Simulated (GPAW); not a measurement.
# HgTe (Coloradoite) (F-43m) in GPAW: gruneisen with WC

Aim: the gruneisen of HgTe (Coloradoite) with WC.

All numbers are computed with GPAW 26.7.0; they aren't measurements. Logs are shortened: lines on timing, memory, paths and dates and some standing lists are left out, and cuts for length are marked. The log counts tension as positive stress, the text compression.

**1. The crystal as given**

Symmetry: F-43m, No. 216, cubic system. The conventional cell has a = 6.429 Å, b = 6.429 Å, c = 6.429 Å, α = 90.00°, β = 90.00°, γ = 90.00°. Hg (site symmetry -43m) is surrounded by 4 Te at 2.78 Å. Around Te (site symmetry -43m) lie 4 Hg at 2.78 Å.

**2. Gruneisen, WC**

Contents of run.py:

```python
import json
import numpy as np
from ase import Atoms
from ase.constraints import FixSymmetry
from ase.filters import FrechetCellFilter
from ase.io import read, write
from ase.optimize import BFGS
from phonopy import Phonopy
from phonopy.structure.atoms import PhonopyAtoms
from gpaw import GPAW, PW, setup_paths

setup_paths.insert(0, '.')

atoms = read('HgTe.xyz')

calc = GPAW(mode=PW(600),
            xc='WC',
            kpts={'size': (5, 5, 5), 'gamma': True},
            occupations={'name': 'fermi-dirac', 'width': 0.05},
            nbands=18,
            convergence={'density': 1e-06, 'eigenstates': 1e-09},
            maxiter=150,
            txt='gpaw.txt')
atoms.calc = calc
atoms.set_constraint(FixSymmetry(atoms))
BFGS(FrechetCellFilter(atoms), trajectory='relax.traj', logfile='-').run(fmax=0.005, steps=40)
atoms.set_constraint()
energy = atoms.get_potential_energy()
forces = atoms.get_forces()
stress = atoms.get_stress()
calc.write('gs.gpw')
write('result.traj', atoms)
print('Cell:', atoms.cell.cellpar().round(4))
print(atoms.get_scaled_positions().round(5))

def force_constants(scale):
    unit = PhonopyAtoms(symbols=atoms.get_chemical_symbols(), cell=atoms.cell[:] * scale**(1 / 3),
                        scaled_positions=atoms.get_scaled_positions())
    ph = Phonopy(unit, supercell_matrix=np.diag([2, 2, 2]), primitive_matrix=np.eye(3), symprec=1e-4)
    ph.generate_displacements(distance=0.02)
    forces = []
    for i, sc in enumerate(ph.supercells_with_displacements):
        a = Atoms(sc.symbols, cell=sc.cell, scaled_positions=sc.scaled_positions, pbc=True)
        c = GPAW(mode=PW(510),
                 xc='WC',
                 kpts={'size': (3, 3, 3), 'gamma': True},
                 occupations={'name': 'fermi-dirac', 'width': 0.05},
                 nbands=101,
                 convergence={'density': 1e-06, 'eigenstates': 1e-09},
                 maxiter=150,
                 txt=f'disp-{scale:.3f}-{i:02d}.txt')
        a.calc = c
        f = a.get_forces()
        forces.append(f - f.mean(axis=0))
        print(f'displacement {i}: drift', f.mean(axis=0).round(5), flush=True)
    ph.forces = forces
    ph.produce_force_constants()
    ph.symmetrize_force_constants()
    return ph

qpoints = [[0.0, 0.0, 0.0], [0.0, 0.0, 0.5], [0.0, 0.5, 0.0], [0.0, 0.5, 0.5], [0.5, 0.0, 0.0], [0.5, 0.0, 0.5], [0.5, 0.5, 0.0], [0.5, 0.5, 0.5]]
results = {}
for scale in [0.99, 1.0, 1.01]:
    ph = force_constants(scale)
    ph.run_qpoints(qpoints)
    nu = ph.qpoints.frequencies * 33.35641  # THz to cm^-1
    results[f'{scale:.3f}'] = nu.tolist()
    for qp, f in zip(qpoints, nu):
        print(scale, np.round(qp, 4), f.round(2))

lo, mid, hi = (np.array(results[x]) for x in ('0.990', '1.000', '1.010'))
gamma = np.where(abs(mid) > 5, -(hi - lo) / (np.log(1.01 / 0.99) * np.where(abs(mid) > 5, mid, 1)), 0)
results['gamma'] = gamma.tolist()
print('Mode Grueneisen parameters:')
print(gamma.round(3))
json.dump(results, open('phonons.json', 'w'))
```

Contents of HgTe.xyz:

```xyz
2
Lattice="0.0000000000 3.2145000000 3.2145000000 3.2145000000 0.0000000000 3.2145000000 3.2145000000 3.2145000000 0.0000000000" Properties=species:S:1:pos:R:3 pbc="T T T"
Hg     0.0000000000      0.0000000000      0.0000000000
Te     4.8217500000      4.8217500000      4.8217500000
```

Potentials or basis: PAW data sets generated in the run's folder for this functional, pw.

The run is started by

```sh
gpaw-setup -f WC Hg Te
OMP_NUM_THREADS=1 python run.py
```

gpaw.txt:

```text
__  _  _
 | _ |_)|_||  |
 |__||  | ||/\| - 26.7.0

Input parameters:
  mode=PW(ecut=600.0),
  convergence={'density': 1e-06, 'eigenstates': 1e-09},
  kpts=MonkhorstPack(size=(5, 5, 5), gamma=True),
  maxiter=150,
  nbands=18,
  occupations=Occupations(name='fermi-dirac', width=0.05),
  xc=XC(name='WC')

Diagonalizing LCAO Hamiltonian
Converting LCAO to pw mode

                      Te

       Hg

Atoms  # Å, Bohr magnetons
|   | symbol |        x |        y |        z |    initial magnetic moments |
|---|--------|----------|----------|----------|-----------------------------|
| 0 |     Hg | 0.000000 | 0.000000 | 0.000000 | ( 0.0000,  0.0000,  0.0000) |
| 1 |     Te | 4.821750 | 4.821750 | 4.821750 | ( 0.0000,  0.0000,  0.0000) |

Unit cell  # Å
| periodic |        x |        y |        z |  lengths |    angles |
|----------|----------|----------|----------|----------|-----------|
|      yes | 0.000000 | 3.214500 | 3.214500 | 4.545989 | 60.000000 |
|      yes | 3.214500 | 0.000000 | 3.214500 | 4.545989 | 60.000000 |
|      yes | 3.214500 | 3.214500 | 0.000000 | 4.545989 | 60.000000 |

Number of symmetries: 24
Symmetry operations  # r_c * U_cc + t_c -> r_c
|    | kind |            matrix            |
|----|------|------------------------------|
|  0 |  E   |  1, 0, 0,  0, 1, 0,  0, 0, 1 |
|  1 |  σ   |  1, 0, 0,  0, 0, 1,  0, 1, 0 |
|  2 |  σ   |  1, 0,-1,  0, 1,-1,  0, 0,-1 |
|  3 |  C3  |  1, 0,-1,  0, 0,-1,  0, 1,-1 |
|  4 |  C3  |  1,-1, 0,  0,-1, 1,  0,-1, 0 |
|  5 |  σ   |  1,-1, 0,  0,-1, 0,  0,-1, 1 |
|  6 |  σ   |  0, 1, 0,  1, 0, 0,  0, 0, 1 |
|  7 |  C3  |  0, 1, 0,  0, 0, 1,  1, 0, 0 |
|  8 |  C2  |  0, 1,-1,  1, 0,-1,  0, 0,-1 |
|  9 |  S4  |  0, 1,-1,  0, 0,-1,  1, 0,-1 |
| 10 |  C3  |  0, 0, 1,  1, 0, 0,  0, 1, 0 |
| 11 |  σ   |  0, 0, 1,  0, 1, 0,  1, 0, 0 |
| 12 |  S4  |  0, 0,-1,  1, 0,-1,  0, 1,-1 |
| 13 |  C3  |  0, 0,-1,  0, 1,-1,  1, 0,-1 |
[... 195 lines left out ...]
Stress tensor  # eV/Ang^3
|         x |         y |         z |
|-----------|-----------|-----------|
| -0.012437 | -0.000000 | -0.000000 |
| -0.000000 | -0.012437 | -0.000000 |
| -0.000000 | -0.000000 | -0.012437 |

Forces  # eV/Ang
|        x |        y |        z |
|----------|----------|----------|
|  0.00000 | -0.00000 | -0.00000 |  # Hg   0
| -0.00000 |  0.00000 |  0.00000 |  # Te   1

Interpolating wave functions to new cell

                      Te

       Hg

Atoms  # Å, Bohr magnetons
|   | symbol |         x |         y |         z |    initial magnetic moments |
|---|--------|-----------|-----------|-----------|-----------------------------|
| 0 |     Hg | -0.000000 | -0.000000 | -0.000000 | ( 0.0000,  0.0000,  0.0000) |
| 1 |     Te |  4.835999 |  4.835999 |  4.835999 | ( 0.0000,  0.0000,  0.0000) |

Unit cell  # Å
| periodic |         x |         y |         z |  lengths |    angles |
|----------|-----------|-----------|-----------|----------|-----------|
|      yes | -0.000000 |  3.223999 |  3.223999 | 4.559423 | 60.000000 |
|      yes |  3.223999 | -0.000000 |  3.223999 | 4.559423 | 60.000000 |
|      yes |  3.223999 |  3.223999 | -0.000000 | 4.559423 | 60.000000 |

Number of symmetries: 24
Symmetry operations  # r_c * U_cc + t_c -> r_c
|    | kind |            matrix            |
|----|------|------------------------------|
|  0 |  E   |  1, 0, 0,  0, 1, 0,  0, 0, 1 |
|  1 |  σ   |  1, 0, 0,  0, 0, 1,  0, 1, 0 |
|  2 |  σ   |  1, 0,-1,  0, 1,-1,  0, 0,-1 |
|  3 |  C3  |  1, 0,-1,  0, 0,-1,  0, 1,-1 |
|  4 |  C3  |  1,-1, 0,  0,-1, 1,  0,-1, 0 |
|  5 |  σ   |  1,-1, 0,  0,-1, 0,  0,-1, 1 |
|  6 |  σ   |  0, 1, 0,  1, 0, 0,  0, 0, 1 |
|  7 |  C3  |  0, 1, 0,  0, 0, 1,  1, 0, 0 |
|  8 |  C2  |  0, 1,-1,  1, 0,-1,  0, 0,-1 |
|  9 |  S4  |  0, 1,-1,  0, 0,-1,  1, 0,-1 |
| 10 |  C3  |  0, 0, 1,  1, 0, 0,  0, 1, 0 |
| 11 |  σ   |  0, 0, 1,  0, 1, 0,  1, 0, 0 |
| 12 |  S4  |  0, 0,-1,  1, 0,-1,  0, 1,-1 |
| 13 |  C3  |  0, 0,-1,  0, 1,-1,  1, 0,-1 |
[... 140 lines left out ...]
SCF iterations
|iter     | |      energy | eigst |  dens |
|---------|-|-------------|-------|-------|
|iter:   1| |   -5.102964 | -2.24 |       |
|iter:   2| |   -5.101839 | -3.68 | -2.20 |
|iter:   3| |   -5.096743c| -3.96 | -2.25 |
|iter:   4| |   -5.096655c| -4.95 | -2.97 |
|iter:   5| |   -5.096672c| -5.25 | -3.28 |
|iter:   6| |   -5.096675c| -6.05 | -3.96 |
|iter:   7| |   -5.096675c| -7.32 | -4.61 |
|iter:   8| |   -5.096675c| -7.65 | -4.98 |
|iter:   9| |   -5.096675c| -9.42c| -5.81 |
|iter:  10| |   -5.096675c| -9.54c| -6.25c|

Converged in 10 steps
Energy contributions relative to reference atoms: (reference = -717890.661172)

Energy contributions:
  Kinetic:          29.103612
  Coulomb:         -24.266120
  Zero:             -2.058727
  External:          0.000000
  Xc:               -7.874667
  Entropy:          -0.001547
  Spinorbit:         0.000000
  ----------------------------
  Free energy:      -5.097449
  Extrapolated:     -5.096675
[... 26 lines left out ...]
Stress tensor  # eV/Ang^3
|         x |         y |         z |
|-----------|-----------|-----------|
| -0.009643 | -0.000000 |  0.000000 |
| -0.000000 | -0.009643 |  0.000000 |
|  0.000000 |  0.000000 | -0.009643 |

Forces  # eV/Ang
|        x |       y |        z |
|----------|---------|----------|
| -0.00000 | 0.00000 | -0.00000 |  # Hg   0
| -0.00000 | 0.00000 | -0.00000 |  # Te   1

Interpolating wave functions to new cell

                      Te

       Hg

Atoms  # Å, Bohr magnetons
|   | symbol |         x |         y |         z |    initial magnetic moments |
|---|--------|-----------|-----------|-----------|-----------------------------|
| 0 |     Hg | -0.000000 | -0.000000 | -0.000000 | ( 0.0000,  0.0000,  0.0000) |
| 1 |     Te |  4.887527 |  4.887527 |  4.887527 | ( 0.0000,  0.0000,  0.0000) |

Unit cell  # Å
| periodic |         x |         y |        z |  lengths |    angles |
|----------|-----------|-----------|----------|----------|-----------|
|      yes | -0.000000 |  3.258352 | 3.258352 | 4.608005 | 60.000000 |
|      yes |  3.258352 | -0.000000 | 3.258352 | 4.608005 | 60.000000 |
|      yes |  3.258352 |  3.258352 | 0.000000 | 4.608005 | 60.000000 |

Number of symmetries: 24
Symmetry operations  # r_c * U_cc + t_c -> r_c
|    | kind |            matrix            |
|----|------|------------------------------|
|  0 |  E   |  1, 0, 0,  0, 1, 0,  0, 0, 1 |
|  1 |  σ   |  1, 0, 0,  0, 0, 1,  0, 1, 0 |
|  2 |  σ   |  1, 0,-1,  0, 1,-1,  0, 0,-1 |
|  3 |  C3  |  1, 0,-1,  0, 0,-1,  0, 1,-1 |
|  4 |  C3  |  1,-1, 0,  0,-1, 1,  0,-1, 0 |
|  5 |  σ   |  1,-1, 0,  0,-1, 0,  0,-1, 1 |
|  6 |  σ   |  0, 1, 0,  1, 0, 0,  0, 0, 1 |
|  7 |  C3  |  0, 1, 0,  0, 0, 1,  1, 0, 0 |
|  8 |  C2  |  0, 1,-1,  1, 0,-1,  0, 0,-1 |
|  9 |  S4  |  0, 1,-1,  0, 0,-1,  1, 0,-1 |
| 10 |  C3  |  0, 0, 1,  1, 0, 0,  0, 1, 0 |
| 11 |  σ   |  0, 0, 1,  0, 1, 0,  1, 0, 0 |
| 12 |  S4  |  0, 0,-1,  1, 0,-1,  0, 1,-1 |
| 13 |  C3  |  0, 0,-1,  0, 1,-1,  1, 0,-1 |
[... 195 lines left out ...]
Stress tensor  # eV/Ang^3
|         x |         y |         z |
|-----------|-----------|-----------|
| -0.000564 | -0.000000 | -0.000000 |
| -0.000000 | -0.000564 |  0.000000 |
| -0.000000 |  0.000000 | -0.000564 |

Forces  # eV/Ang
|        x |        y |        z |
|----------|----------|----------|
| -0.00000 | -0.00000 |  0.00000 |  # Hg   0
|  0.00000 |  0.00000 | -0.00000 |  # Te   1

Interpolating wave functions to new cell

                      Te

       Hg

Atoms  # Å, Bohr magnetons
|   | symbol |         x |         y |         z |    initial magnetic moments |
|---|--------|-----------|-----------|-----------|-----------------------------|
| 0 |     Hg | -0.000000 | -0.000000 | -0.000000 | ( 0.0000,  0.0000,  0.0000) |
| 1 |     Te |  4.890857 |  4.890857 |  4.890857 | ( 0.0000,  0.0000,  0.0000) |

Unit cell  # Å
| periodic |         x |         y |        z |  lengths |    angles |
|----------|-----------|-----------|----------|----------|-----------|
|      yes | -0.000000 |  3.260571 | 3.260571 | 4.611144 | 60.000000 |
|      yes |  3.260571 | -0.000000 | 3.260571 | 4.611144 | 60.000000 |
|      yes |  3.260571 |  3.260571 | 0.000000 | 4.611144 | 60.000000 |

Number of symmetries: 24
Symmetry operations  # r_c * U_cc + t_c -> r_c
|    | kind |            matrix            |
|----|------|------------------------------|
|  0 |  E   |  1, 0, 0,  0, 1, 0,  0, 0, 1 |
|  1 |  σ   |  1, 0, 0,  0, 0, 1,  0, 1, 0 |
|  2 |  σ   |  1, 0,-1,  0, 1,-1,  0, 0,-1 |
|  3 |  C3  |  1, 0,-1,  0, 0,-1,  0, 1,-1 |
|  4 |  C3  |  1,-1, 0,  0,-1, 1,  0,-1, 0 |
|  5 |  σ   |  1,-1, 0,  0,-1, 0,  0,-1, 1 |
|  6 |  σ   |  0, 1, 0,  1, 0, 0,  0, 0, 1 |
|  7 |  C3  |  0, 1, 0,  0, 0, 1,  1, 0, 0 |
|  8 |  C2  |  0, 1,-1,  1, 0,-1,  0, 0,-1 |
|  9 |  S4  |  0, 1,-1,  0, 0,-1,  1, 0,-1 |
| 10 |  C3  |  0, 0, 1,  1, 0, 0,  0, 1, 0 |
| 11 |  σ   |  0, 0, 1,  0, 1, 0,  1, 0, 0 |
| 12 |  S4  |  0, 0,-1,  1, 0,-1,  0, 1,-1 |
| 13 |  C3  |  0, 0,-1,  0, 1,-1,  1, 0,-1 |
[... 193 lines left out ...]
Stress tensor  # eV/Ang^3
|         x |         y |         z |
|-----------|-----------|-----------|
| -0.000029 |  0.000000 |  0.000000 |
|  0.000000 | -0.000029 |  0.000000 |
|  0.000000 |  0.000000 | -0.000029 |

Forces  # eV/Ang
|        x |       y |       z |
|----------|---------|---------|
|  0.00000 | 0.00000 | 0.00000 |  # Hg   0
| -0.00000 | 0.00000 | 0.00000 |  # Te   1

# Writing to gs.gpw (mode='')
```

It took 47 min on 1 thread of Intel Xeon Platinum 8488C (Sapphire Rapids), shared host; peak memory 1.7 GiB.

Results:

* Free energy: -5.1086 eV
* Relaxed volume: 34.66 Å³/atom
* Relaxed cell: a = 4.611 Å, b = 4.611 Å, c = 4.611 Å, α = 60.00°, β = 60.00°, γ = 60.00°
* Space group after relaxing (to 0.05 Å): F-43m (No. 216)
* Pressure after relaxing: 0.0 GPa
* Band gap on the k mesh: none (metal or under the smearing width)
* Highest phonon frequency: 134 cm⁻¹

Final structure:
```xyz
2
Lattice="0.0000 3.2606 3.2606 3.2606 0.0000 3.2606 3.2606 3.2606 0.0000" Properties=species:S:1:pos:R:3 pbc="T T T"
Hg    0.0000    0.0000    0.0000
Te    4.8909    4.8909    4.8909
```

Levels at points of the mesh, in eV from the Fermi level:
```tsv
k point	band 9	band 10	band 11	band 12	band 13	band 14
(0.00, 0.00, 0.00)	-6.85	-0.80	-0.04	-0.04	-0.04	4.22
```

Phonon frequencies in cm⁻¹ (negative: imaginary):
| q point | frequencies |
| --- | --- |
| (0.000, 0.000, 0.000) | 0 0 0 109 109 109 |
| (0.000, 0.000, 0.500) | 20 20 79 121 121 134 |
| (0.000, 0.500, 0.000) | 20 20 79 121 121 134 |
| (0.000, 0.500, 0.500) | 19 19 90 126 132 132 |
| (0.500, 0.000, 0.000) | 20 20 79 121 121 134 |
| (0.500, 0.000, 0.500) | 19 19 90 126 132 132 |
| (0.500, 0.500, 0.000) | 19 19 90 126 132 132 |
| (0.500, 0.500, 0.500) | 20 20 79 121 121 134 |

Mode Grüneisen parameters of phonons at Γ, in order of frequency: 2.29, 2.29, 2.29

Caveat: the k mesh is coarse; the cutoff is short for stress and forces, so pressures can be off by a GPa or more; the density grid can change from cell to cell, which puts small steps into energies and stress.
